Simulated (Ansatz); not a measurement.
Crystal: Ge.

```
Ge
1.0
     4.09041    0.00000    0.00000
    -2.04520    3.54240    0.00000
     0.00000    0.00000    3.32658
Ge
2
Cartesian
  2.0452 1.1808 0.4686
  0.0000 2.3616 2.8580
```

The cell was built by a generator and needn't be a form met in nature.

* Program: Ansatz 0.2.0
* Task: relaxation of cell and atoms
* Functional: HF
* Potentials or basis: Ansatz PAW
* Cutoff: 420 eV (not typed: the program's choice for these potentials)
* k mesh: 4 × 4 × 4
* Occupations: fermi-dirac, width 0.05 eV
* Spin: no spin polarisation

At the start: volume 24.10 Å³/atom.

Task: Where does the relaxation end?

Result: It ends after 7 steps and the volume is 25.13 Å³/atom (+4.3 %); space group P-3m1 (No. 164, to 0.05 Å).

The path:
```tsv
step	energy change (eV)	largest force (eV/Å)	volume (Å³)
1	0.0000	1.0882	48.20
2	-0.1455	0.0561	52.61
3	-0.1719	0.0533	49.91
4	-0.1733	0.0057	50.11
5	-0.1733	0.0051	50.37
6	-0.1734	0.0011	50.26
7	-0.1745	0.0010	50.26
```

Final structure:
```
Ge
1.0
     4.14545    0.00000    0.00000
    -2.07272    3.59006    0.00000
     0.00000    0.00000    3.37688
Ge
2
Cartesian
  2.0727 1.1967 0.3016
  0.0000 2.3934 3.0753
```

Caveat: the k mesh is coarse (spacing up to 0.47 Å⁻¹), so the values aren't converged, least of all with exact exchange; the plane-wave basis is chosen anew once the cell has moved, so the energies of steps on either side of that aren't comparable; the PAW data sets come from PBE, with cores solved anew for the run's functional, which leaves a small shift of forces and pressure.
